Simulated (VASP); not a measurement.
The system is KTaO3.

```xyz
5
Lattice="3.9883 0.0000 0.0000 0.0000 3.9883 0.0000 0.0000 0.0000 3.9883" Properties=species:S:1:pos:R:3 pbc="T T T"
K     1.9942    1.9942    1.9942
Ta    0.0000    0.0000    0.0000
O     1.9942    0.0000    0.0000
O     0.0000    1.9942    0.0000
O     0.0000    0.0000    1.9942
```

Base run:

* Program: VASP 6.6.1
* Functional: PBEsol
* Potentials or basis: VASP PAW PBE potentials, release 64 (K_sv, Ta_pv, O)
* Cutoff: 600 eV
* k mesh: 6 × 6 × 6
* Occupations: fermi-dirac, width 0.02 eV
* Spin: no spin polarisation

Its results: band gap on the k mesh 2.09 eV, indirect (least direct gap 2.71 eV); pressure 0.1 GPa.

Question: The run is repeated on the same cell with these changes: functional from PBEsol to r2SCAN; cutoff from 600 eV to 520 eV; further incar settings from ALGO = Fast; EDIFF = 1e-07 to ALGO = Normal; EDIFF = 1e-07. What comes out?

Answer: Band gap on the k mesh 2.60 eV, indirect (least direct gap 3.25 eV); pressure 1.2 GPa.

Caveats: the PAW data sets were made with another functional, which shifts forces and pressure a little; spin-orbit coupling is left out, which moves the levels of the heavy elements.

A k mesh can miss the band edges.
